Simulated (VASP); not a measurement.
Write the native input for VASP 6.6.1 that does the following.

```
Task                   : single point
Functional             : PBE
Potentials or basis    : VASP PAW PBE potentials, release 64 (Lu)
Cutoff                 : 520 eV
k mesh                 : 10 × 10 × 10
Occupations            : fermi-dirac, width 0.05 eV
Spin                   : no spin polarisation
Dipole correction      : no
Further INCAR settings : ALGO = Normal; EDIFF = 1e-07; NBANDS = 18
```

The structure of Lu lies in POSCAR:

```
Lu
1.0
   -1.9924326645      1.9924326645      1.9924326645
    1.9924326645     -1.9924326645      1.9924326645
    1.9924326645      1.9924326645     -1.9924326645
Lu
1
Direct
    0.0000000000      0.0000000000      0.0000000000
```

This isn't the form of Lu at room conditions, which is hcp.

The cell isn't the ideal one: volume scaled by 1.06.

One way to write it, as run:

INCAR

```
PREC = Accurate
ENCUT = 520
EDIFF = 1E-7
ISMEAR = -1
SIGMA = 0.05
LREAL = False
LASPH = True
NELM = 100
ALGO = Normal
ISIF = 2
LWAVE = False
LCHARG = False
GGA = PE
NBANDS = 18
```

KPOINTS

```
regular mesh
0
Gamma
  10 10 10
```

Potentials or basis: VASP PAW PBE potentials, release 64 (Lu).

The run is started by

```bash
$ cat potpaw_PBE.64/Lu/POTCAR > POTCAR
$ mpirun -np 1 vasp_std > vasp.out
```

It gave:

* Pressure: -2.5 GPa
* Band gap on the k mesh: none (metal or under the smearing width)

It took 13 s on 1 thread of Intel(R) Xeon(R) 6975P-C (Granite Rapids), on a shared host, peak memory 0.18 GiB.
